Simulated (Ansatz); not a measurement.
**C: a tetragonal deformation path**

The task here is to estimate one member of a computed series from the others.

Method: DFT PBEsol, scalar-relativistic, plane waves, PAW, in Ansatz 0.2.0.

## Starting point

The structure is cubic, space group Fd-3m (No. 227). Conventional cell: a = 3.567 Å, b = 3.567 Å, c = 3.567 Å, α = 90.00°, β = 90.00°, γ = 90.00°. Around C (site symmetry -43m) lie 4 C at 1.54 Å.

Coordinates:

```cif
data_structure
_symmetry_space_group_name_H-M 'Fd-3m:1'
_symmetry_Int_Tables_number 227
_cell_length_a 3.5668
_cell_length_b 3.5668
_cell_length_c 3.5668
_cell_angle_alpha 90.000
_cell_angle_beta 90.000
_cell_angle_gamma 90.000
_cell_volume 45.38
loop_
_atom_site_label
_atom_site_type_symbol
_atom_site_symmetry_multiplicity
_atom_site_Wyckoff_symbol
_atom_site_fract_x
_atom_site_fract_y
_atom_site_fract_z
_atom_site_occupancy
C1 C 8 a 0.50000 0.00000 0.50000 1
```

The cell is taken as given, not relaxed at this level.

Set-up of the first run:

Contents of input.yaml:

```yaml
crystal:
  lattice:
    - [0.0, 1.7834, 1.7834]
    - [1.7834, 0.0, 1.7834]
    - [1.7834, 1.7834, 0.0]
  atoms:
    - { symbol: C, position: [0.5, 0.5, 0.5] }
    - { symbol: C, position: [0.75, 0.75, 0.75] }
basis:
  ecutwfc: 420
kpoints:
  mp_grid: { grid: [12, 12, 12] }
hamiltonian:
  xc: pbesol
scf:
  occupations: { method: gaussian, width: 0.05 }
output:
  forces: true
  stress: true
  eigenvalues: true
```

Among the steps run: The undisturbed cell; At ρ = 0.707; Point ρ = 1.414; Point ρ = 0.850; ρ = 1.200; Point ρ = 0.780; Point ρ = 1.300; At ρ = 0.920; At ρ = 1.100; Point ρ = 0.650; ρ = 1.500; ρ = 0.960; ρ = 1.050.

One table of the session follows, with a row left open; its other results are not shown here.

It belongs to the step «The scan collected». Collected from the runs (energy zero: the undisturbed cell):

| ρ | ΔE (meV/atom) | pressure (GPa) | gap on the mesh (eV) |
| --- | --- | --- | --- |
| 0.650 | 1318.1 | -5.5 | 0.00 |
| 0.707 | 949.1 | -5.0 | 0.00 |
| 0.780 | 548.0 | -4.4 | 0.00 |
| 0.850 | 253.9 | -4.5 | 0.17 |
| 0.920 | 71.1 | -4.7 | 2.00 |
| 0.960 | 17.6 | -4.8 | 3.02 |
| 1.000 | 0.0 | -4.8 | 4.04 |
| 1.050 | 26.8 | -4.8 | 3.42 |
| 1.100 | 105.0 | -4.6 | 2.85 |
| 1.200 | 403.5 | -3.6 | 1.75 |
| 1.300 | ? | ? | ? |
| 1.414 | 1561.0 | 1.4 | 0.00 |
| 1.500 | 2109.0 | 3.9 | 0.00 |

Q: Estimate the row for ρ = 1.300 from the others.

Worked estimate for «ΔE (meV/atom)». A straight line through the neighbours (1.200, 403.5) and (1.414, 1561.0) gives 403.5 + (1561.0 − 403.5) × (1.300 − 1.200) / (1.414 − 1.200) = 944.4; a parabola fitted to 4 rows on both sides gives 879.5.

The run gave: ΔE (meV/atom): 868.8; pressure (GPa): -1.7; gap on the mesh (eV): 0.74. In «ΔE (meV/atom)» the line misses by +75.6 and the parabola by +10.7.

Where the gap reads zero, the mesh chosen for the insulator is on the coarse side.
